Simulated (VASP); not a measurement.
# Dielectric function of CdS (Greenockite)

Aim: the dielectric function of CdS (Greenockite) for independent particles, and its static limit with local fields. The cell is of the wurtzite type, one of the forms listed for this formula. The start is a cell from a database of measured crystal structures.

Main program and level: VASP 6.6.1; PBE; plane waves and PAW (Cd, S).

Most raw output is cut from this account.

The database entry behind the starting cell differs from later determinations by our own check (about 0.35 % long), so it need not match the best structure at ambient conditions.

### Step 1. Set-up

It takes space group P6_3mc (No. 186, hexagonal). The conventional cell has a = 4.150 Å, b = 4.150 Å, c = 6.737 Å, α = 90.00°, β = 90.00°, γ = 120.00°. Cd has 4 S at 2.53 to 2.54 Å nearest. S has 4 Cd at 2.53 to 2.54 Å nearest. Farther neighbours and most contacts between anions are not listed.

### Step 2. Ground state

The ground state comes first.

INCAR

```
SYSTEM = CdS
PREC = Accurate
ENCUT = 400
EDIFF = 1E-07
NELM = 100
ISMEAR = 0
SIGMA = 0.05
LREAL = .FALSE.
ALGO = Normal
GGA = PE
NBANDS = 24
LORBIT = 11
LWAVE = .FALSE.
LCHARG = .FALSE.
KPAR = 4
```

POSCAR

```
CdS
1.0
    4.1500000000      0.0000000000      0.0000000000
   -2.0750000000      3.5940054257      0.0000000000
    0.0000000000      0.0000000000      6.7370000000
Cd S
2 2
Direct
    0.6666666667      0.3333333333      0.5000000000
    0.3333333333      0.6666666667      0.0000000000
    0.6666666667      0.3333333333      0.8750000000
    0.3333333333      0.6666666667      0.3750000000
```

KPOINTS

```
Automatic mesh
0
Gamma
6 6 4
0 0 0
```

The projector-augmented-wave data sets are Cd and S (PBE family, release 64).

On the command line:

```
> mpirun -np 4 vasp_std
```

Elapsed: 40 s, on 4 MPI ranks of AMD EPYC 7R43, shared host; peak memory 0.69 GiB; 2.6 min of CPU time.

The gap is read on the k-mesh alone, so it is an upper bound where the band edges lie off the mesh.

Numbers from this step:

```yaml
free_energy_toten: -12.26 eV
fermi_energy: 1.451 eV
pressure: 2.015 GPa
gap_on_the_k_mesh: 1.196 eV
least_direct_gap_on_the_k_mesh: 1.196 eV
```

The cell has a gap of 1.20 eV on this mesh and a pressure of +2.0 GPa, which holds the misfit of the given cell and coordinates with this functional, and any error of cutoff, mesh and data sets. Spin-orbit coupling is left out, which can shift or reorder these edges. Forces of up to 0.069 eV/Å remain in these settings.

### Step 3. Spectrum

LOPTICS sums the direct transitions; the mesh is finer and NBANDS larger than for the ground state.

INCAR, as its differences from that of step 2:

```diff
@@ -10,4 +10,3 @@
 GGA = PE
-NBANDS = 24
-LORBIT = 11
+NBANDS = 64
 LWAVE = .FALSE.
@@ -15 +14,4 @@
 KPAR = 4
+LOPTICS = .TRUE.
+NEDOS = 2000
+CSHIFT = 0.1
```

POSCAR is that of step 2.

KPOINTS

```
Automatic mesh
0
Gamma
9 9 5
0 0 0
```

On the command line:

```
> mpirun -np 4 vasp_std
```

Wall time 1.8 min (4 MPI ranks); peak memory 1.2 GiB; 7.1 min of CPU time.

These are independent-particle spectra without excitons or local fields, and fine structure depends on the mesh and on CSHIFT.

Numbers from this step:

| Item | Value |
| --- | --- |
| Fermi energy | 1.415 eV |
| pressure | 2.010 GPa |

The imaginary dielectric function has structure finer than the step of the table below, so its rows give means over 1 eV, whole bins alone (the curve runs from 0 to 25.0 eV). Peaks (eV: height): xx 1.9: 2.73, 3.4: 4.06, 4.1: 7.23, 5.2: 7.28, 5.6: 7.34, 6.5: 8.40, 7.8: 7.68; zz 1.2: 1.87, 2.0: 3.49, 3.2: 3.59, 4.1: 7.13, 4.6: 10.5, 6.7: 9.29, 7.9: 8.45.

Absorption under the direct gap is the tail of the CSHIFT broadening, and fine structure depends on the mesh. The imaginary dielectric function by photon energy; means over each step:

```csv
photon energy (eV),xx,zz
1,0.582,0.598
2,1.36,1.36
3,2.36,2.40
4,4.64,4.33
5,5.98,7.28
6,6.60,5.79
7,7.16,7.19
8,5.88,6.01
9,2.91,2.82
10,1.98,2.16
11,1.67,1.60
12,1.10,1.03
13,0.972,1.00
14,0.961,1.01
15,0.789,0.801
16,0.637,0.603
17,0.515,0.486
18,0.453,0.394
19,0.458,0.453
20,0.464,0.497
21,0.381,0.401
22,0.367,0.352
23,0.302,0.300
24,0.282,0.282
```

Table of real dielectric function by photon energy:

| photon energy (eV) | xx | zz |
| --- | --- | --- |
| 0.0 | 6.40 | 6.46 |
| 0.5 | 6.53 | 6.60 |
| 1.0 | 7.24 | 7.26 |
| 1.5 | 6.53 | 6.52 |
| 2.0 | 6.00 | 6.71 |
| 2.5 | 6.72 | 7.51 |
| 3.0 | 7.34 | 7.27 |
| 3.5 | 6.36 | 6.31 |
| 4.0 | 8.99 | 10.3 |
| 4.5 | 5.51 | 8.66 |
| 5.0 | 5.11 | 3.16 |
| 5.5 | 5.17 | 3.71 |
| 6.0 | 4.37 | 3.50 |
| 6.5 | 2.63 | 3.70 |
| 7.0 | 0.794 | -0.750 |
| 7.5 | 0.221 | 0.814 |
| 8.0 | -2.73 | -2.69 |
| 8.5 | -2.31 | -2.53 |
| 9.0 | -1.78 | -1.65 |
| 9.5 | -1.44 | -1.15 |
| 10.0 | -1.18 | -0.835 |
| 10.5 | -0.796 | -1.23 |
| 11.0 | -0.666 | -0.466 |
| 11.5 | -0.839 | -0.909 |
| 12.0 | -0.603 | -0.513 |
| 12.5 | -0.254 | -0.158 |
| 13.0 | -0.218 | -0.113 |
| 13.5 | -0.0794 | -0.0794 |
| 14.0 | 0.0824 | 0.116 |
| 14.5 | -0.113 | -0.205 |
| 15.0 | -0.110 | -0.141 |
| 15.5 | 8.3e-4 | -0.105 |
| 16.0 | 0.118 | 0.0482 |
| 16.5 | 0.0978 | 0.0768 |
| 17.0 | 0.238 | 0.264 |
| 17.5 | 0.276 | 0.230 |
| 18.0 | 0.222 | 0.236 |
| 18.5 | 0.358 | 0.436 |
| 19.0 | 0.496 | 0.534 |
| 19.5 | 0.394 | 0.477 |
| 20.0 | 0.369 | 0.357 |
| 20.5 | 0.419 | 0.414 |
| 21.0 | 0.423 | 0.430 |
| 21.5 | 0.465 | 0.412 |
| 22.0 | 0.484 | 0.510 |
| 22.5 | 0.429 | 0.430 |
| 23.0 | 0.505 | 0.492 |
| 23.5 | 0.516 | 0.524 |
| 24.0 | 0.533 | 0.534 |
| 24.5 | 0.503 | 0.507 |

### Step 4. Static response with local fields

Perturbation theory (LEPSILON) gives the dielectric tensor with local fields, and the Born charges.

INCAR

```
SYSTEM = CdS
PREC = Accurate
ENCUT = 400
EDIFF = 1E-08
NELM = 100
ISMEAR = 0
SIGMA = 0.01
LREAL = .FALSE.
ALGO = Normal
GGA = PE
NBANDS = 24
LWAVE = .FALSE.
LCHARG = .FALSE.
KPAR = 4
LEPSILON = .TRUE.
```

POSCAR is that of step 3.

KPOINTS is that of step 3.

On the command line:

```
> mpirun -np 4 vasp_std
```

The job ended after 11 min (4 MPI ranks; peak memory 2 GiB).

Energies printed during the response cycles are not total energies of the cell. The dielectric response converges more slowly with the mesh than energies do, so tensor and charges may still move on a finer one.

Numbers from this step:

```
Fermi energy : 1.276 eV
pressure     : 2.012 GPa
```

Electronic dielectric tensor with local fields:

```
6.11 0.00 0.00
0.00 6.11 0.00
0.00 0.00 6.21
```

Born effective charge (e), principal values of the symmetric part by kind of site:

```
atom  atoms with these values    low  middle   high   mean
 Cd1                        2   2.15    2.15   2.23   2.18
  S3                        2  -2.23   -2.15  -2.15  -2.18
```

In full for S3:

```
-2.15  0.00  0.00
 0.00 -2.15  0.00
 0.00  0.00 -2.23
```

Piezoelectric tensor with clamped ions (C/m²), by row:

```
field      xx      yy       zz  xy      yz      zx
    x       0       0        0   0       0  0.3427
    y       0       0        0   0  0.3427       0
    z  0.3371  0.3371  -0.6713   0       0       0
```

The mean electronic (clamped-ion) dielectric constant is 6.14. No finer mesh was run, so at a direct gap of this size the value isn't shown to be converged.

### Step 5. What came out

```
PBE, independent particles : eps xx at zero frequency 6.40, centre of weight of eps2 xx, over the range kept, at 7.95 eV, mesh 9×9×5
PBE, with local fields     : eps 6.11, 6.11, 6.21
```

In words: Local fields, and the bands above those summed, take the mean static value from 6.42 to 6.14. Excitons and quasiparticle shifts are absent, so the onset can't be set against measurement and its shape can differ. Spin-orbit coupling is left out; with Cd in the cell it can split or shift band edges, by an amount that depends on which atoms form them and isn't tested here.

[Lines on the potential files, build, host, timing and source positions are cut from VASP's logs without a mark.]

[Logs are printed without paths, hosts, clocks, repeated set-up lines and the standing remarks that a program may print on its own settings, such as how far it seeks lower states.]

[Hosts, paths, dates, database ids (printed as entryN), source tags and the programs' standing remarks are cut or masked in the printed files.]
